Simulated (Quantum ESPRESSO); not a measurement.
**Si2Ni: Wannier functions under several settings**

```
CELL_PARAMETERS angstrom
0.00000 2.70300 2.70300
2.70300 0.00000 2.70300
2.70300 2.70300 0.00000
ATOMIC_POSITIONS crystal
Ni 0.00000 0.00000 0.00000
Si 0.75000 0.75000 0.75000
Si 0.25000 0.25000 0.25000
```

All runs used Quantum ESPRESSO 7.5; potentials PseudoDojo 0.4.1 SR PBE standard; k mesh 7 × 7 × 7; given cell; collinear spin, ferromagnetic start; cutoff 1333 eV; occupations fermi-dirac, width 0.05 eV.

| level | start | Wannier mesh | spread a function (Å²) | RMS miss of the bands (meV) |
| --- | --- | --- | --- | --- |
| PBE | atomic projections with disentanglement | 4 × 4 × 4 | 1.03 | 58 |
| PBE | atomic projections with disentanglement, not minimised | 4 × 4 × 4 | 1.69 | 50 |
| PBE | SCDM with an erfc weight | 4 × 4 × 4 | ? | ? |

What stands in the row left open?

Spread a function 2.22 Å²; RMS miss of the bands 80 meV.

Caveats: the Wannier minimisation didn't converge (some runs).

For the row left open. Caveat: the k mesh is coarse.
